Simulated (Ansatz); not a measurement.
# SiO₂: a ladder of calculations

Cell of run 1: a structure deposited in the COD, taken as it stands.

Space group Pbcn (No. 60); a = 4.0970, b = 5.0462, c = 4.4946 Å.

| site | Wyckoff | site symmetry | x | y | z |
| --- | --- | --- | --- | --- | --- |
| Si | 4c | .2. | 0.0000 | 0.1522 | 0.2500 |
| O | 8d | 1 | 0.7336 | 0.6245 | 0.9186 |

One atom of each set is listed.

Relaxed positions (PBE, cell held):

Si (0.0000, 0.1524, 0.2500)
O (0.7316, 0.6172, 0.9200)

All runs are DFT with Ansatz 0.2.0 (plane waves and PAW, scalar-relativistic unless spin–orbit coupling is named, Γ-centred meshes, Fermi–Dirac smearing where given) in this cell.

Run 1: PBE, atoms as given; 420 eV, 5×4×5 k-points, smearing 0.02 eV.
Run 2: PBE, atoms relaxed; 420 eV, 5×4×5 k-points, smearing 0.02 eV.
Run 3: r2SCAN, at the relaxed atoms; 500 eV, 5×4×5 k-points, smearing 0.02 eV.

| run | Si V_zz (η) | O V_zz (η) |
| --- | --- | --- |
| 1 | 0.94 (0.49) | -11.68 (0.46) |
| 2 | ? | ? |
| 3 | -1.04 (0.70) | -11.69 (0.40) |

V_zz in 10²¹ V/m².

Problem. Estimate the row of run 2.

Solution. Si: -1.03 (0.72); O: -11.54 (0.40). It lies nearest to run 3, from whose tensors on these sites it differs by 0.15 at most (largest principal value of the difference, on O). Taken one at a time, the positions of the atoms (as given or relaxed) move the tensors on these sites by up to 0.46 (largest principal value of the change, on O), the functional (r2SCAN with its higher cutoff) by 0.15 (O). On some sites the largest principal value moves to another axis from run to run, and the sign of V_zz can flip with it.

In run 1 the atoms aren't at the calculated equilibrium (largest force 1.00 eV/Å). The cell isn't the equilibrium one in runs 1, 2 (calculated pressure 6, 6 GPa), and the entry's cell may itself be off.
